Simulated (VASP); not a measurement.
# PtSe2 in VASP: further runs

One slab, PtSe2, is run at these levels: PBE+D3(BJ); tasks: single point.

Everything below comes from runs of VASP 6.6.1. Logs are shortened: lines on timing, memory, paths and dates and some standing lists are left out, and cuts for length are marked.

## Step 1: The cell of the first run

The cell holds a slab with vacuum, 6 atoms: a = 3.707 Å, b = 3.707 Å, c = 22.799 Å, α = 90.00°, β = 90.00°, γ = 120.00°.

## Step 2: Single point, PBE+D3(BJ) (upper layer slid by (3/6, 2/6) of the cell)

The input, INCAR:

```
SYSTEM = PtSe2
PREC = Accurate ; ENCUT = 520
EDIFF = 1E-6 ; ISMEAR = 0
SIGMA = 0.05 ; LREAL = .False.
LASPH = .True. ; NELM = 100
ALGO = Fast ; ISIF = 2
LWAVE = .False. ; LCHARG = .True.
LDIPOL = .True. ; IDIPOL = 3
DIPOL = 0.5 0.5 0.383 ; GGA = PE
IVDW = 12 ; LELF = .True.
LVHAR = .True. ; LVACPOTAV = .True.
NBANDS = 31
```

The input, KPOINTS:

```
Automatic mesh
0
Gamma
  9 9 1
  0 0 0
```

The input, POSCAR:

```
PtSe2
1.0
    3.7069017607      0.0000000000      0.0000000000
   -1.8534508804      3.2102710941      0.0000000000
    0.0000000000      0.0000000000     22.7988446004
Se Pt
4 2
Direct
    0.6666666667      0.3333333333      0.1973784233
    0.3333333333      0.6666666667      0.3135870447
    0.8333333333      1.0000000000      0.4521905597
    0.5000000000      1.3333333333      0.5683991811
    0.0000000000      0.0000000000      0.2554827340
    0.1666666667      0.6666666667      0.5102948704
```

Potentials or basis: VASP PAW PBE potentials, release 64 (Se, Pt).

Launch:

```bash
cat potpaw_PBE.64/Se/POTCAR potpaw_PBE.64/Pt/POTCAR > POTCAR
mpirun -np 1 vasp_std > vasp.out
```

OUTCAR:

```text
SYSTEM = PtSe2
   PREC = Accurate
   ENCUT = 520
   EDIFF = 1E-6
   ISMEAR = 0
   LREAL = .False.
   LASPH = .True.
   NELM = 100
   ISIF = 2
   GGA = PE
   IVDW = 12
 IVDW          = 12

 ion  position               nearest neighbor table
   1  0.667  0.333  0.197-   5 2.52   5 2.52   5 2.52
   2  0.333  0.667  0.314-   5 2.52   5 2.52   5 2.52
   3  0.833  0.000  0.452-   6 2.52   6 2.52   6 2.52
   4  0.500  0.333  0.568-   6 2.52   6 2.52   6 2.52
   5  0.000  0.000  0.255-   1 2.52   2 2.52   1 2.52   2 2.52   1 2.52   2 2.52
   6  0.167  0.667  0.510-   3 2.52   4 2.52   4 2.52   3 2.52   4 2.52   3 2.52

  LATTYP: Found a hexagonal cell.
 ALAT       =     3.7069017607
 C/A-ratio  =     6.1503773426

  Lattice vectors:

 A1 = (   3.7069017607,   0.0000000000,   0.0000000000)
 A2 = (  -1.8534508804,   3.2102710941,   0.0000000000)
 A3 = (   0.0000000000,   0.0000000000,  22.7988446004)

Analysis of symmetry for initial positions (statically):
=====================================================================
 Subroutine PRICEL returns:
 Original cell was already a primitive cell.

 Routine SETGRP: Setting up the symmetry group for a
 hexagonal supercell.

 Subroutine GETGRP returns: Found  2 space group operations
 (whereof  1 operations were pure point group operations)
 out of a pool of 24 trial point group operations.

The static configuration has the point symmetry C_1 .
 The point group associated with its full space group is S_2 .

Analysis of symmetry for dynamics (positions and initial velocities):
=====================================================================
 Subroutine PRICEL returns:
 Original cell was already a primitive cell.

 Routine SETGRP: Setting up the symmetry group for a
 hexagonal supercell.

 Subroutine GETGRP returns: Found  2 space group operations
 (whereof  1 operations were pure point group operations)
 out of a pool of 24 trial point group operations.

The dynamic configuration has the point symmetry C_1 .
 The point group associated with its full space group is S_2 .

 Subroutine INISYM returns: Found  2 space group operations
 (whereof  1 operations are pure point group operations),
 and found     1 'primitive' translations

----------------------------------------------------------------------------------------

                                     Primitive cell

  volume of cell :     271.3099

  direct lattice vectors                    reciprocal lattice vectors
     3.706901761  0.000000000  0.000000000     0.269767063  0.155750086  0.000000000
    -1.853450880  3.210271094  0.000000000     0.000000000  0.311500173  0.000000000
     0.000000000  0.000000000 22.798844600     0.000000000  0.000000000  0.043861872

  length of vectors
     3.706901761  3.706901761 22.798844600     0.311500173  0.311500173  0.043861872

  position of ions in fractional coordinates (direct lattice)
     0.666666667  0.333333333  0.197378423
     0.333333333  0.666666667  0.313587045
     0.833333333  0.000000000  0.452190560
     0.500000000  0.333333333  0.568399181
     0.000000000  0.000000000  0.255482734
     0.166666667  0.666666667  0.510294870

  ion indices of the primitive-cell ions
   primitive index   ion index
                 1           1
                 2           2
                 3           3
                 4           4
                 5           5
                 6           6

----------------------------------------------------------------------------------------

 KPOINTS: Automatic mesh

Automatic generation of k-mesh.
 Grid dimensions read from file:
 generate k-points for:    9    9    1

 Generating k-lattice:

  Cartesian coordinates                     Fractional coordinates (reciprocal lattice)
     0.029974118  0.017305565  0.000000000     0.111111111  0.000000000  0.000000000
     0.000000000  0.034611130  0.000000000     0.000000000  0.111111111  0.000000000
     0.000000000  0.000000000  0.043861872     0.000000000  0.000000000  1.000000000

  Length of vectors
     0.034611130  0.034611130  0.043861872

  Shift w.r.t. Gamma in fractional coordinates (k-lattice)
     0.000000000  0.000000000  0.000000000

 Subroutine IBZKPT returns following result:
 ===========================================

 Found     41 irreducible k-points:

 Following reciprocal coordinates:
            Coordinates               Weight
  0.000000  0.000000  0.000000      1.000000
  0.111111  0.000000  0.000000      2.000000
  0.000000  0.111111  0.000000      2.000000
 -0.111111  0.111111  0.000000      2.000000
  0.222222 -0.000000  0.000000      2.000000
  0.000000  0.222222  0.000000      2.000000
[... 16 lines left out ...]
  0.333333  0.111111  0.000000      2.000000
 -0.111111  0.444444  0.000000      2.000000
 [... further k-points ...]
   k-points           NKPTS =     41   k-points in BZ     NKDIM =     41   number of bands    NBANDS=     31
   number of dos      NEDOS =    301   number of ions     NIONS =      6
   total plane-waves  NPLWV = 141120
   dimension x,y,z NGX =    28 NGY =   28 NGZ =  180
   dimension x,y,z NGXF=    56 NGYF=   56 NGZF=  360
   ions per type =               4   2
   NGX,Y,Z   is equivalent  to a cutoff of  12.56, 12.56, 13.13 a.u.
   NGXF,Y,Z  is equivalent  to a cutoff of  25.11, 25.11, 26.25 a.u.
 SYSTEM =  PtSe2
   PREC   = accura    normal or accurate (medium, high low for compatibility)
   ISTART =      0    job   : 0-new  1-cont  2-samecut
   ICHARG =      2    charge: 1-file 2-atom 10-const
   ISPIN  =      1    spin polarized calculation?
   LNONCOLLINEAR =      F non collinear calculations
   LSORBIT =      F    spin-orbit coupling
   LASPH  =      T    aspherical Exc in radial PAW
   ENCUT  =  520.0 eV  38.22 Ry    6.18 a.u.   6.89  6.89 42.39*2*pi/ulx,y,z
   NELM   =    100;   NELMIN=  2; NELMDL= -5     # of ELM steps
   EDIFF  = 0.1E-05   stopping-criterion for ELM
   LREAL  =      F    real-space projection
   EDIFFG = 0.1E-04   stopping-criterion for IOM
   NSW    =      0    number of steps for IOM
   IBRION =     -1    ionic relax: 0-MD 1-quasi-New 2-CG
   NFREE  =      0    steps in history (QN), initial steepest desc. (CG)
   ISIF   =      2    stress and relaxation
   ISYM   =      2    0-nonsym 1-usesym 2-fastsym
   POTIM  = 0.5000    time-step for ionic-motion
   TEBEG  =    0.0;   TEEND  =   0.0 temperature during run
   PSTRESS=    0.0 pullay stress
   NELECT =      44.0000    total number of electrons
   NUPDOWN=      -1.0000    fix difference up-down
   EMIN   =  10.00;   EMAX   =-10.00  energy-range for DOS
   EFERMI =   0.00;   METHOD = LEGACY
   ISMEAR =     0;   SIGMA  =   0.05  broadening in eV -4-tet -1-fermi 0-gaus
   EFERMI_NEDOS =   21; number of points for ismear=-14 and -15
   IALGO  =     68    algorithm
   IMIX   =      4    mixing-type and parameters
     AMIX     =   0.40;   BMIX     =  1.00
     AMIX_MAG =   1.60;   BMIX_MAG =  1.00
  volume/ion in A,a.u.               =      45.22       305.15
  Fermi-wavevector in a.u.,A,eV,Ry     =   0.892765  1.687081 10.844244  0.797029
  Thomas-Fermi vector in A             =   2.014756
   LORBIT       =      0    0 simple, 1 ext, 2 COOP (PROOUT), +10 PAW based schemes
   GGA     = PE    functional components
   LHFCALC =     F    Hartree Fock is set to
   AEXX    =    0.0000 exact exchange contribution
   IVDW    =    12    specifies the selected vdW correction
   LEPSILON=     F    determine dielectric tensor
   LRPA    =     F    only Hartree local field effects (RPA)
 non-spin polarized calculation
 RMM-DIIS sequential band-by-band and
 Gauss-broadening in eV      SIGMA  =   0.05
  energy-cutoff  :      520.00
  volume of cell :      271.31
 maximum number of plane-waves:      7334
   NGX = 13   NGY = 13   NGZ = 85

 dipolmoment           0.000000      0.000000      0.000026 electrons x Angstroem

 number of electron      44.0000001 magnetization

 dipolmoment           0.000000      0.000000     -0.000003 electrons x Angstroem

 Free energy of the ion-electron system (eV)
  ---------------------------------------------------
  ext. energy  EPLUGINS =         0.00000000
  ---------------------------------------------------
  free energy    TOTEN  =       -28.54357808 eV

  energy without entropy =      -28.54357808  energy(sigma->0) =      -28.54357808

 E-fermi :  -0.0563     XC(G=0):  -5.4626

 val. band max:       -0.2771953584   @ k =   0.0000   0.1111   0.0000
 cond. band min:       0.5036228034   @ k =  -0.2222   0.2222   0.0000
 fundamental gap:      0.7808181617
 Fermi energy:        -0.0562685874

 k-point     1 :       0.0000    0.0000    0.0000
  band No.  band energies     occupation
      1     -14.7941      2.00000
      2     -14.6929      2.00000
      3     -13.0756      2.00000
      4     -12.8845      2.00000
      5      -6.1045      2.00000
      6      -5.7841      2.00000
[... 23 lines left out ...]
     30       4.8187      0.00000
     31       4.9923      0.00000

 k-point     2 :       0.1111    0.0000    0.0000
  band No.  band energies     occupation
      1     -14.6613      2.00000
      2     -14.5611      2.00000
      3     -13.0733      2.00000
      4     -12.8973      2.00000
      5      -6.0100      2.00000
      6      -5.8004      2.00000
[... 23 lines left out ...]
     30       5.5077      0.00000
     31       5.6011      0.00000

 k-point     3 :       0.0000    0.1111    0.0000
  band No.  band energies     occupation
      1     -14.6616      2.00000
      2     -14.5609      2.00000
      3     -13.0738      2.00000
      4     -12.8968      2.00000
      5      -6.0076      2.00000
      6      -5.7977      2.00000
[... 703 lines left out ...]
     30       6.4304      0.00000
     31       6.8040      0.00000

 k-point    24 :      -0.1111    0.4444    0.0000
  band No.  band energies     occupation
      1     -13.5129      2.00000
      2     -13.4287      2.00000
      3     -13.0837      2.00000
      4     -13.0121      2.00000
      5      -6.4032      2.00000
      6      -6.3003      2.00000
[... 23 lines left out ...]
     30       6.4220      0.00000
     31       6.7824      0.00000

 [... further k-points ...]

------------------------ aborting loop because EDIFF is reached ----------------------------------------

 Edisp (eV)   -2.13087

 E8    (eV) :    -0.9446

  FORCE on cell =-STRESS in cart. coord.  units (eV):
  Direction    XX          YY          ZZ          XY          YZ          ZX
  --------------------------------------------------------------------------------------
  -------------------------------------------------------------------------------------
  Total      -0.11743    -0.03694    -0.42878     0.04469     0.12170     0.18010
  in kB      -0.69346    -0.21813    -2.53208     0.26391     0.71869     1.06357
  external pressure =       -1.15 kB  Pullay stress =        0.00 kB

 VOLUME and BASIS-vectors are now :
 -----------------------------------------------------------------------------
  energy-cutoff  :      520.00
  volume of cell :      271.31
      direct lattice vectors                 reciprocal lattice vectors
     3.706901761  0.000000000  0.000000000     0.269767063  0.155750086  0.000000000
    -1.853450880  3.210271094  0.000000000     0.000000000  0.311500173  0.000000000
     0.000000000  0.000000000 22.798844600     0.000000000  0.000000000  0.043861872

 POSITION                                       TOTAL-FORCE (eV/Angst)
 -----------------------------------------------------------------------------------
      1.85345      1.07009      4.50000        -0.016116     -0.014094     -0.012580
     -0.00000      2.14018      7.14942        -0.020674     -0.027660      0.012426
      3.08908      0.00000     10.30942         0.020674      0.027660     -0.012426
      1.23563      1.07009     12.95884         0.016116      0.014094      0.012580
      0.00000      0.00000      5.82471         0.003579      0.014672      0.077456
     -0.61782      2.14018     11.63413        -0.003579     -0.014672     -0.077456
 -----------------------------------------------------------------------------------
    total drift:                                0.000003      0.000007     -0.000097

  FREE ENERGIE OF THE ION-ELECTRON SYSTEM (eV)
  ---------------------------------------------------
  free  energy   TOTEN  =       -30.6744461868 eV

  energy  without entropy=      -30.6744461868  energy(sigma->0) =      -30.67444619

 vacuum level on the upper side and lower side of the slab         4.981         4.981
```

It took 8 min on 1 thread of Intel Xeon Platinum 8488C (Sapphire Rapids), shared host; peak memory 0.55 GiB.

What came out:

```yaml
Free_energy: -30.6744 eV
Largest_force: 0.079 eV/Å
Band_gap_on_the_k_mesh: 0.78 eV, indirect (least direct gap 1.06 eV)
Dispersion_energy_per_atom: -0.355 eV
Ionisation_potential_of_the_upper_face: 5.26 eV
```

Forces on the atoms (eV/Å):
```
Se  -0.016 -0.014 -0.013
Se  -0.021 -0.028  0.012
Se   0.021  0.028 -0.012
Se   0.016  0.014  0.013
Pt   0.004  0.015  0.077
Pt  -0.004 -0.015 -0.077
```

Caveat: spin-orbit coupling is left out, which moves the levels of the heavy elements.

## Step 3: Single point, PBE+D3(BJ) (upper layer slid by (1/6, 4/6) of the cell)

The input, INCAR:

```
SYSTEM = PtSe2
PREC = Accurate
ENCUT = 520
EDIFF = 1E-6
ISMEAR = 0
SIGMA = 0.05
LREAL = .FALSE.
LASPH = .TRUE.
NELM = 100
ALGO = Fast
ISIF = 2
LWAVE = .FALSE.
LCHARG = .FALSE.
LDIPOL = .TRUE.
IDIPOL = 3
DIPOL = 0.5 0.5 0.383
GGA = PE
IVDW = 12
NBANDS = 31
```

The input, KPOINTS:

```
Automatic mesh
0
G
  9 9 1
  0 0 0
```

The input, POSCAR:

```
PtSe2
1.0
    3.7069017607      0.0000000000      0.0000000000
   -1.8534508804      3.2102710941      0.0000000000
    0.0000000000      0.0000000000     22.7988446004
Se Pt
4 2
Direct
    0.6666666667      0.3333333333      0.1973784233
    0.3333333333      0.6666666667      0.3135870447
    0.5000000000      1.3333333333      0.4521905597
    0.1666666667      1.6666666667      0.5683991811
    0.0000000000      0.0000000000      0.2554827340
   -0.1666666667      1.0000000000      0.5102948704
```

Potentials or basis: VASP PAW PBE potentials, release 64 (Se, Pt).

Launch:

```bash
cat potpaw_PBE.64/Se/POTCAR potpaw_PBE.64/Pt/POTCAR > POTCAR
mpirun -np 1 vasp_std > vasp.out
```

OUTCAR:

```text
SYSTEM = PtSe2
   PREC = Accurate
   ENCUT = 520
   EDIFF = 1E-6
   ISMEAR = 0
   LREAL = .FALSE.
   LASPH = .TRUE.
   NELM = 100
   ISIF = 2
   GGA = PE
   IVDW = 12
 IVDW          = 12

 ion  position               nearest neighbor table
   1  0.667  0.333  0.197-   5 2.52   5 2.52   5 2.52
   2  0.333  0.667  0.314-   5 2.52   5 2.52   5 2.52
   3  0.500  0.333  0.452-   6 2.52   6 2.52   6 2.52
   4  0.167  0.667  0.568-   6 2.52   6 2.52   6 2.52
   5  0.000  0.000  0.255-   1 2.52   2 2.52   1 2.52   2 2.52   1 2.52   2 2.52
   6  0.833  0.000  0.510-   4 2.52   3 2.52   3 2.52   4 2.52   3 2.52   4 2.52

  LATTYP: Found a hexagonal cell.
 ALAT       =     3.7069017607
 C/A-ratio  =     6.1503773426

  Lattice vectors:

 A1 = (   3.7069017607,   0.0000000000,   0.0000000000)
 A2 = (  -1.8534508804,   3.2102710941,   0.0000000000)
 A3 = (   0.0000000000,   0.0000000000,  22.7988446004)

Analysis of symmetry for initial positions (statically):
=====================================================================
 Subroutine PRICEL returns:
 Original cell was already a primitive cell.

 Routine SETGRP: Setting up the symmetry group for a
[... 195 lines left out ...]
      3     -13.0785      2.00000
      4     -12.8889      2.00000
      5      -6.1020      2.00000
      6      -5.7861      2.00000
[... 805 lines left out ...]
     30       6.4298      0.00000
     31       6.7793      0.00000

 [... further k-points ...]

------------------------ aborting loop because EDIFF is reached ----------------------------------------

 vacuum level on the upper side and lower side of the slab       (xc-potential included)        -0.126        -0.127

 Edisp (eV)   -2.13169

 E8    (eV) :    -0.9451

  FORCE on cell =-STRESS in cart. coord.  units (eV):
  Direction    XX          YY          ZZ          XY          YZ          ZX
  --------------------------------------------------------------------------------------
  -------------------------------------------------------------------------------------
  Total       0.02768    -0.01566    -0.63497    -0.14046    -0.11511     0.19083
  in kB       0.16347    -0.09247    -3.74969    -0.82949    -0.67974     1.12692
  external pressure =       -1.23 kB  Pullay stress =        0.00 kB

 VOLUME and BASIS-vectors are now :
 -----------------------------------------------------------------------------
  energy-cutoff  :      520.00
  volume of cell :      271.31
      direct lattice vectors                 reciprocal lattice vectors
     3.706901761  0.000000000  0.000000000     0.269767063  0.155750086  0.000000000
    -1.853450880  3.210271094  0.000000000     0.000000000  0.311500173  0.000000000
     0.000000000  0.000000000 22.798844600     0.000000000  0.000000000  0.043861872

 POSITION                                       TOTAL-FORCE (eV/Angst)
 -----------------------------------------------------------------------------------
      1.85345      1.07009      4.50000        -0.028410      0.013149     -0.020421
     -0.00000      2.14018      7.14942        -0.054147      0.021601      0.020168
      1.23563      1.07009     10.30942         0.054147     -0.021601     -0.020168
     -0.61782      2.14018     12.95884         0.028410     -0.013149      0.020421
      0.00000      0.00000      5.82471         0.038382     -0.011038      0.120267
      3.08908      0.00000     11.63413        -0.038382      0.011038     -0.120267
 -----------------------------------------------------------------------------------
    total drift:                               -0.000008     -0.000000     -0.000098

  FREE ENERGIE OF THE ION-ELECTRON SYSTEM (eV)
  ---------------------------------------------------
  free  energy   TOTEN  =       -30.6831599359 eV

  energy  without entropy=      -30.6831599359  energy(sigma->0) =      -30.68315994

 vacuum level on the upper side and lower side of the slab         4.859         4.858
```

OSZICAR:

```text
N       E                     dE             d eps       ncg     rms          rms(c)
DAV:   1     0.298770552772E+03    0.29877E+03   -0.17269E+04  2542   0.115E+03
DAV:   2    -0.304376216821E+01   -0.30181E+03   -0.28649E+03  3373   0.213E+02
DAV:   3    -0.296014870073E+02   -0.26558E+02   -0.26035E+02  3072   0.677E+01
[... 14 lines left out ...]
RMM:  18    -0.285514576669E+02   -0.97032E-05   -0.13402E-06  2157   0.395E-03    0.468E-03
RMM:  19    -0.285514608011E+02   -0.31342E-05   -0.20986E-07  1634   0.173E-03    0.361E-03
RMM:  20    -0.285514666661E+02   -0.58650E-05   -0.18106E-07  1790   0.165E-03    0.203E-03
RMM:  21    -0.285514685469E+02   -0.18808E-05   -0.52892E-08  1030   0.110E-03    0.170E-03
RMM:  22    -0.285514692298E+02   -0.68285E-06   -0.89447E-08  1522   0.145E-03
   1 F= -.30683160E+02 E0= -.30683160E+02  d E =-.837805E-11
```

stdout:

```text
POSCAR found type information on POSCAR SePt
 POSCAR found :  2 types and       6 ions
 scaLAPACK will be used
 LDA part: xc-table for (Slater+PW92), standard interpolation
 POSCAR, INCAR and KPOINTS ok, starting setup
 FFT: planning ... GRIDC
 FFT: planning ... GRID_SOFT
 FFT: planning ... GRID
 WAVECAR not read
 entering main loop
```

It took 7 min on 1 thread of Intel Xeon Platinum 8488C (Sapphire Rapids), shared host; peak memory 0.56 GiB.

What came out:

```yaml
Free_energy: -30.6832 eV
Largest_force: 0.127 eV/Å
Band_gap_on_the_k_mesh: 0.76 eV, indirect (least direct gap 0.99 eV)
Dispersion_energy_per_atom: -0.355 eV
```

Forces in eV/Å, atoms in the order of the input:
```
Se  -0.028  0.013 -0.020
Se  -0.054  0.022  0.020
Se   0.054 -0.022 -0.020
Se   0.028 -0.013  0.020
Pt   0.038 -0.011  0.120
Pt  -0.038  0.011 -0.120
```

Levels at points of the mesh, in eV from the valence-band top:
```tsv
k point	band 18	band 19	band 20	band 21	band 22	band 23	band 24	band 25	band 26	band 27
(0.00, 0.00, 0.00)	-0.49	-0.45	-0.42	-0.42	-0.34	2.43	2.52	2.52	2.62	4.17
```

Caveat: spin-orbit coupling is left out, which moves the levels of the heavy elements.
